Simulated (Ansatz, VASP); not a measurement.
**Two plane-wave programs on Al**

```
Al
1.0
     4.58019    0.00000    0.00000
    -2.29010    3.96656    0.00000
     0.00000    0.00000    2.72692
Al
2
Direct
  0.33333 0.66667 0.00000
  0.66667 0.33333 0.00000
```

Alike in both runs: task relaxation of cell and atoms; functional PBE; k mesh 15 × 15 × 20; occupations gaussian, width 0.1 eV; no spin polarisation.

|  | VASP | Ansatz |
| --- | --- | --- |
| version | VASP 6.6.1 | Ansatz 0.2.0 |
| potentials or method | VASP PAW PBE potentials, release 64 (Al) | scalar-relativistic, plane waves, PAW |
| plane-wave cutoff (eV) | 600 | 420 |
| valence electrons in the cell | 6 | 6 |

Ansatz gave:

| Quantity | Value |
| --- | --- |
| gap on the k mesh at the Fermi level, each at its own relaxed structure (eV) | none |
| relaxed volume (Å³/atom) | 24.64 |
| relaxed cell length with the largest relative difference (Å) | 2.754 |
| energy change over the relaxation (meV/atom) | -2 |

Problem. What did VASP give for the same quantities?

Solution. gap on the k mesh at the Fermi level, each at its own relaxed structure (eV): none; relaxed volume (Å³/atom): 24.66; relaxed cell length with the largest relative difference (Å): 2.755; energy change over the relaxation (meV/atom): -2.

A gap of «none» marks a metal or a gap that the smearing closes.
